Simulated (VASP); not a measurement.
# GdScO3 (Pnma) in VASP: dielectric tensor with PBE

Aim: the dielectric tensor of GdScO3 with PBE.

Program: VASP 6.6.1. These are calculated values, not measurements. Logs are shortened: lines on timing, memory, paths and dates and some standing lists are left out, and cuts for length are marked.

### Step 1. The crystal as given

The structure is orthorhombic, space group Pnma (No. 62). The conventional cell has a = 5.776 Å, b = 7.997 Å, c = 5.490 Å, α = 90.00°, β = 90.00°, γ = 90.00°. Gd (site symmetry m) has 6 O at 2.26 to 2.59 Å as nearest neighbours. Sc (site symmetry -1) has 6 O at 2.10 to 2.14 Å as nearest neighbours. O (site symmetry m) has 2 Sc at 2.14 Å and 2 Gd at 2.26 to 2.36 Å as nearest neighbours. O (site symmetry 1) is surrounded by 2 Sc at 2.10 to 2.12 Å and 1 Gd at 2.29 Å.

The cell was built by a generator and needn't be a form met in nature.

### Step 2. Dielectric tensor, PBE

INCAR

```
ALGO = Normal ; EDIFF = 1E-8
ENCUT = 520 ; GGA = PE
ISIF = 2 ; ISMEAR = 0
LASPH = T ; LCHARG = F
LEPSILON = T ; LREAL = F
LWAVE = F ; NELM = 100
PREC = Accurate ; SIGMA = 0.05
```

KPOINTS

```
k-points
0
Gamma
  3 2 3
```

POSCAR

```
GdScO3
1.0
    5.7759050000      0.0000000000      0.0000000000
    0.0000000000      7.9966260000      0.0000000000
    0.0000000000      0.0000000000      5.4904560000
Gd Sc O
4 4 12
Direct
    0.4385030000      0.7500000000      0.4814470000
    0.0614970000      0.2500000000      0.9814470000
    0.9385030000      0.7500000000      0.0185530000
    0.5614970000      0.2500000000      0.5185530000
    0.0000000000      0.0000000000      0.5000000000
    0.5000000000      0.0000000000      0.0000000000
    0.5000000000      0.5000000000      0.0000000000
    0.0000000000      0.5000000000      0.5000000000
    0.4466580000      0.2500000000      0.1252740000
    0.0533420000      0.7500000000      0.6252740000
    0.9466580000      0.2500000000      0.3747260000
    0.5533420000      0.7500000000      0.8747260000
    0.1941940000      0.5653970000      0.1917560000
    0.3058060000      0.4346030000      0.6917560000
    0.6941940000      0.9346030000      0.3082440000
    0.8058060000      0.0653970000      0.8082440000
    0.8058060000      0.4346030000      0.8082440000
    0.6941940000      0.5653970000      0.3082440000
    0.3058060000      0.0653970000      0.6917560000
    0.1941940000      0.9346030000      0.1917560000
```

Potentials or basis: VASP PAW PBE potentials, release 64 (Gd_3, Sc_sv, O), 4f in core.

Run with:

```bash
$ cat potpaw_PBE.64/Gd_3/POTCAR potpaw_PBE.64/Sc_sv/POTCAR potpaw_PBE.64/O/POTCAR > POTCAR
$ mpirun -np 1 vasp_std > vasp.out
```

OUTCAR:

```text
EDIFF = 1E-8
   ENCUT = 520
   GGA = PE
   ISIF = 2
   ISMEAR = 0
   LASPH = T
   LEPSILON = T
   LREAL = F
   NELM = 100
   PREC = Accurate

 ion  position               nearest neighbor table
   1  0.439  0.750  0.481-  12 2.26  15 2.29  18 2.29  10 2.36  13 2.59  20 2.59  19 2.88  14 2.88
                             5 3.23   8 3.23   7 3.33   6 3.33   6 3.50   7 3.50
   2  0.061  0.250  0.981-  11 2.26  16 2.29  17 2.29   9 2.36  14 2.59  19 2.59  13 2.88  20 2.88
                             6 3.23   7 3.23   5 3.33   8 3.33   5 3.50   8 3.50
   3  0.939  0.750  0.019-  10 2.26  13 2.29  20 2.29  12 2.36  18 2.59  15 2.59  16 2.88  17 2.88
                             6 3.23   7 3.23   5 3.33   8 3.33   5 3.50   8 3.50
   4  0.561  0.250  0.519-   9 2.26  14 2.29  19 2.29  11 2.36  17 2.59  16 2.59  18 2.88  15 2.88
                             5 3.23   8 3.23   7 3.33   6 3.33   6 3.50   7 3.50
   5  0.000  0.000  0.500-  16 2.10  20 2.10  19 2.12  15 2.12  10 2.14  11 2.14   1 3.23   4 3.23
                             3 3.33   2 3.33   3 3.50   2 3.50
   6  0.500  0.000  0.000-  15 2.10  19 2.10  16 2.12  20 2.12   9 2.14  12 2.14   2 3.23   3 3.23
                             1 3.33   4 3.33   4 3.50   1 3.50
   7  0.500  0.500  0.000-  14 2.10  18 2.10  17 2.12  13 2.12   9 2.14  12 2.14   2 3.23   3 3.23
                             1 3.33   4 3.33   4 3.50   1 3.50
   8  0.000  0.500  0.500-  13 2.10  17 2.10  14 2.12  18 2.12  10 2.14  11 2.14   1 3.23   4 3.23
                             3 3.33   2 3.33   3 3.50   2 3.50
   9  0.447  0.250  0.125-   6 2.14   7 2.14   4 2.26   2 2.36
  10  0.053  0.750  0.625-   5 2.14   8 2.14   3 2.26   1 2.36
  11  0.947  0.250  0.375-   5 2.14   8 2.14   2 2.26   4 2.36
  12  0.553  0.750  0.875-   6 2.14   7 2.14   1 2.26   3 2.36
  13  0.194  0.565  0.192-   8 2.10   7 2.12   3 2.29   1 2.59   2 2.88
  14  0.306  0.435  0.692-   7 2.10   8 2.12   4 2.29   2 2.59   1 2.88
  15  0.694  0.935  0.308-   6 2.10   5 2.12   1 2.29   3 2.59   4 2.88
  16  0.806  0.065  0.808-   5 2.10   6 2.12   2 2.29   4 2.59   3 2.88
  17  0.806  0.435  0.808-   8 2.10   7 2.12   2 2.29   4 2.59   3 2.88
  18  0.694  0.565  0.308-   7 2.10   8 2.12   1 2.29   3 2.59   4 2.88
  19  0.306  0.065  0.692-   6 2.10   5 2.12   4 2.29   2 2.59   1 2.88
  20  0.194  0.935  0.192-   5 2.10   6 2.12   3 2.29   1 2.59   2 2.88

  LATTYP: Found a simple orthorhombic cell.
 ALAT       =     5.4904560000
 B/A-ratio  =     1.0519900351
 C/A-ratio  =     1.4564593542

  Lattice vectors:

 A1 = (   0.0000000000,   0.0000000000,   5.4904560000)
 A2 = (   5.7759050000,   0.0000000000,   0.0000000000)
 A3 = (   0.0000000000,   7.9966260000,   0.0000000000)

Analysis of symmetry for initial positions (statically):
=====================================================================
 Subroutine PRICEL returns:
 Original cell was already a primitive cell.

 Routine SETGRP: Setting up the symmetry group for a
 simple orthorhombic supercell.

 Subroutine GETGRP returns: Found  8 space group operations
 (whereof  2 operations were pure point group operations)
 out of a pool of  8 trial point group operations.

The static configuration has the point symmetry S_2 .
 The point group associated with its full space group is D_2h.

Analysis of symmetry for dynamics (positions and initial velocities):
=====================================================================
 Subroutine PRICEL returns:
 Original cell was already a primitive cell.

 Routine SETGRP: Setting up the symmetry group for a
 simple orthorhombic supercell.

 Subroutine GETGRP returns: Found  8 space group operations
 (whereof  2 operations were pure point group operations)
 out of a pool of  8 trial point group operations.

The dynamic configuration has the point symmetry S_2 .
 The point group associated with its full space group is D_2h.

 Subroutine INISYM returns: Found  8 space group operations
 (whereof  2 operations are pure point group operations),
 and found     1 'primitive' translations

----------------------------------------------------------------------------------------

                                     Primitive cell

  volume of cell :     253.5918

  direct lattice vectors                    reciprocal lattice vectors
     5.775905000  0.000000000  0.000000000     0.173133041  0.000000000  0.000000000
     0.000000000  7.996626000  0.000000000     0.000000000  0.125052741  0.000000000
     0.000000000  0.000000000  5.490456000     0.000000000  0.000000000  0.182134234

  length of vectors
     5.775905000  7.996626000  5.490456000     0.173133041  0.125052741  0.182134234

  position of ions in fractional coordinates (direct lattice)
     0.438503000  0.750000000  0.481447000
     0.061497000  0.250000000  0.981447000
     0.938503000  0.750000000  0.018553000
     0.561497000  0.250000000  0.518553000
     0.000000000  0.000000000  0.500000000
[... 133 lines left out ...]

 number of electron     151.9999985 magnetization

 E-fermi :   2.9035     XC(G=0): -11.1731

 val. band max:        2.5831680576   @ k =   0.0000   0.0000   0.0000
 cond. band min:       7.0009503177   @ k =   0.0000   0.0000   0.0000
 fundamental gap:      4.4177822601
 Fermi energy:         2.9034921951

 k-point     1 :       0.0000    0.0000    0.0000
  band No.  band energies     occupation
      1     -44.3620      2.00000
      2     -44.3594      2.00000
      3     -44.3560      2.00000
      4     -44.3533      2.00000
      5     -23.2153      2.00000
      6     -23.2012      2.00000
[... 717 lines left out ...]
     87       8.3212      0.00000
     88       8.3212      0.00000
 [bands above 88 left out]

  FORCE on cell =-STRESS in cart. coord.  units (eV):
  Direction    XX          YY          ZZ          XY          YZ          ZX
  --------------------------------------------------------------------------------------
  -------------------------------------------------------------------------------------
  Total        0.5407181      0.4764410      0.5422142      0.0000000      0.0000000      0.0000000
  in kB        3.4162234      3.0101246      3.4256757      0.0000000      0.0000000      0.0000000
  external PRESSURE =       3.2840079 kB  Pullay stress =       0.0000000 kB

 VOLUME and BASIS-vectors are now :
 -----------------------------------------------------------------------------
  energy-cutoff  :      520.00
  volume of cell :      253.59
      direct lattice vectors                 reciprocal lattice vectors
     5.775905000  0.000000000  0.000000000     0.173133041  0.000000000  0.000000000
     0.000000000  7.996626000  0.000000000     0.000000000  0.125052741  0.000000000
     0.000000000  0.000000000  5.490456000     0.000000000  0.000000000  0.182134234

 POSITION                                       TOTAL-FORCE (eV/Angst)
 -----------------------------------------------------------------------------------
      2.53275      5.99747      2.64336         0.003117      0.000000     -0.010652
      0.35520      1.99916      5.38859        -0.003117      0.000000     -0.010652
      5.42070      5.99747      0.10186         0.003117      0.000000      0.010652
      3.24315      1.99916      2.84709        -0.003117      0.000000      0.010652
      0.00000      0.00000      2.74523        -0.000000      0.000000      0.000000
      2.88795      0.00000      0.00000        -0.000000      0.000000      0.000000
[... 12 lines left out ...]
      1.76631      0.52296      3.79806        -0.011102      0.004704      0.015663
      1.12165      7.47367      1.05283         0.011102     -0.004704      0.015663
 -----------------------------------------------------------------------------------
    total drift:                                0.000000      0.000000      0.000000

  FREE ENERGIE OF THE ION-ELECTRON SYSTEM (eV)
  ---------------------------------------------------
  free  energy   TOTEN  =      -173.5674938871 eV

  energy  without entropy=     -173.5674938871  energy(sigma->0) =     -173.56749389

 HEAD OF MICROSCOPIC STATIC DIELECTRIC TENSOR (INDEPENDENT PARTICLE, excluding Hartree and local field effects)
 ------------------------------------------------------
           5.008642     0.000000     0.000000
           0.000000     4.778954     0.000000
          -0.000000     0.000000     5.044412
 ------------------------------------------------------

 Free energy of the ion-electron system (eV)
  ---------------------------------------------------
  ---------------------------------------------------
  free energy    TOTEN  =        -2.89705381 eV

  energy without entropy =       -2.89705381

------------------------ aborting loop because EDIFF is reached ----------------------------------------

--------------------------------------- Ionic step        2  -------------------------------------------

------------------------ aborting loop because EDIFF is reached ----------------------------------------

--------------------------------------- Ionic step        3  -------------------------------------------

 Free energy of the ion-electron system (eV)
  ---------------------------------------------------
  ---------------------------------------------------
  free energy    TOTEN  =        -2.91348265 eV

  energy without entropy =       -2.91348265

------------------------ aborting loop because EDIFF is reached ----------------------------------------

 PIEZOELECTRIC TENSOR FIELD DIRECTION 3  (e Angst)
 -----------------------------------------------------------------------------
    -0.00101  0.00000  0.00000           (  0.00007  0.00000  0.00000)
     0.00000  0.00071  0.00000           (  0.00000  0.00002  0.00000)
     0.00000  0.00000 -0.00263           (  0.00000  0.00000  0.00006)

 PIEZOELECTRIC TENSOR FIELD DIRECTION 3  (C/m^2)
 -----------------------------------------------------------------------------
    -0.00006  0.00000  0.00000
     0.00000  0.00005  0.00000
     0.00000  0.00000 -0.00017

 MACROSCOPIC STATIC DIELECTRIC TENSOR (including local field effects in DFT)
 ------------------------------------------------------
           4.867598     0.000000     0.000000
           0.000000     4.631032     0.000000
           0.000000     0.000000     4.884497
 ------------------------------------------------------

 PIEZOELECTRIC TENSOR (including local field effects)  for field in x, y, z        (e  Angst)
          XX          YY          ZZ          XY          YZ          ZX
  --------------------------------------------------------------------------------
  x     0.00000     0.00000     0.00000     0.00000     0.00000     0.00000
  y     0.00000     0.00000     0.00000     0.00000     0.00000     0.00000
  z     0.00000     0.00000     0.00000     0.00000     0.00000     0.00000

 PIEZOELECTRIC TENSOR (including local field effects)  for field in x, y, z        (C/m^2)
          XX          YY          ZZ          XY          YZ          ZX
  --------------------------------------------------------------------------------
  x     0.00000     0.00000     0.00000     0.00000     0.00000     0.00000
  y     0.00000     0.00000     0.00000     0.00000     0.00000     0.00000
  z     0.00000     0.00000     0.00000     0.00000     0.00000     0.00000

 BORN EFFECTIVE CHARGES (including local field effects) (in |e|, cummulative output)
 ---------------------------------------------------------------------------------
 ion    1
    1     4.01754     0.00000    -0.12579
    2     0.00000     3.50604     0.00000
    3    -0.26785     0.00000     4.07721
 ion    2
    1     4.01754     0.00000     0.12579
    2     0.00000     3.50604     0.00000
    3     0.26785     0.00000     4.07721
 ion    3
    1     4.01754     0.00000     0.12579
    2     0.00000     3.50604     0.00000
    3     0.26785     0.00000     4.07721
 ion    4
    1     4.01754     0.00000    -0.12579
    2     0.00000     3.50604     0.00000
    3    -0.26785     0.00000     4.07721
 ion    5
[... 48 lines left out ...]
    1    -2.97642     0.21884     0.43676
    2     0.24345    -2.19588     0.03924
    3     0.40546    -0.00347    -2.72850
 ion   18
    1    -2.97642     0.21884    -0.43676
    2     0.24345    -2.19588    -0.03924
    3    -0.40546     0.00347    -2.72850
 ion   19
    1    -2.97642    -0.21884    -0.43676
    2    -0.24345    -2.19588     0.03924
    3    -0.40546    -0.00347    -2.72850
 ion   20
    1    -2.97642    -0.21884     0.43676
    2    -0.24345    -2.19588    -0.03924
    3     0.40546     0.00347    -2.72850
```

It took 42 min on 1 thread of Intel Xeon 6975P-C (Granite Rapids), shared host; peak memory 0.73 GiB.

Results:

```yaml
Band_gap_on_the_k_mesh: 4.42 eV, direct
Electronic_dielectric_tensor_diagonal: 4.87, 4.63, 4.88
Born_charges_mean_of_the_diagonal: Gd +3.87; Sc +4.05; O -2.65, -2.63 e
```

Electronic dielectric tensor:
```
4.87 0.00 0.00
0.00 4.63 0.00
0.00 0.00 4.88
```

Born effective charge tensors (e):
atom 1, Gd
```
 4.02  0.00 -0.13
 0.00  3.51  0.00
-0.27  0.00  4.08
```
atom 2, Gd
```
4.02 0.00 0.13
0.00 3.51 0.00
0.27 0.00 4.08
```
atom 3, Gd
```
4.02 0.00 0.13
0.00 3.51 0.00
0.27 0.00 4.08
```
atom 4, Gd
```
 4.02  0.00 -0.13
 0.00  3.51  0.00
-0.27  0.00  4.08
```
atom 5, Sc
```
 4.14 -0.13  0.10
-0.15  3.95  0.07
 0.18  0.23  4.07
```
atom 6, Sc
```
 4.14 -0.13 -0.10
-0.15  3.95 -0.07
-0.18 -0.23  4.07
```
atom 7, Sc
```
 4.14  0.13 -0.10
 0.15  3.95  0.07
-0.18  0.23  4.07
```
atom 8, Sc
```
 4.14  0.13  0.10
 0.15  3.95 -0.07
 0.18 -0.23  4.07
```
atom 9, O
```
-2.21  0.00 -0.46
 0.00 -3.06  0.00
-0.42  0.00 -2.69
```
atom 10, O
```
-2.21  0.00  0.46
 0.00 -3.06  0.00
 0.42  0.00 -2.69
```
atom 11, O
```
-2.21  0.00  0.46
 0.00 -3.06  0.00
 0.42  0.00 -2.69
```
atom 12, O
```
-2.21  0.00 -0.46
 0.00 -3.06  0.00
-0.42  0.00 -2.69
```
atom 13, O
```
-2.98  0.22  0.44
 0.24 -2.20  0.04
 0.41  0.00 -2.73
```
atom 14, O
```
-2.98  0.22 -0.44
 0.24 -2.20 -0.04
-0.41  0.00 -2.73
```
atom 15, O
```
-2.98 -0.22 -0.44
-0.24 -2.20  0.04
-0.41  0.00 -2.73
```
atom 16, O
```
-2.98 -0.22  0.44
-0.24 -2.20 -0.04
 0.41  0.00 -2.73
```
atom 17, O
```
-2.98  0.22  0.44
 0.24 -2.20  0.04
 0.41  0.00 -2.73
```
atom 18, O
```
-2.98  0.22 -0.44
 0.24 -2.20 -0.04
-0.41  0.00 -2.73
```
atom 19, O
```
-2.98 -0.22 -0.44
-0.24 -2.20  0.04
-0.41  0.00 -2.73
```
atom 20, O
```
-2.98 -0.22  0.44
-0.24 -2.20 -0.04
 0.41  0.00 -2.73
```

Caveat: spin-orbit coupling is left out, which moves the levels of the heavy elements; an odd mesh through Γ misses points on the zone boundary, where band edges often lie; the 4f electrons are frozen in the core as for a trivalent ion, so they carry no moment and show no levels.
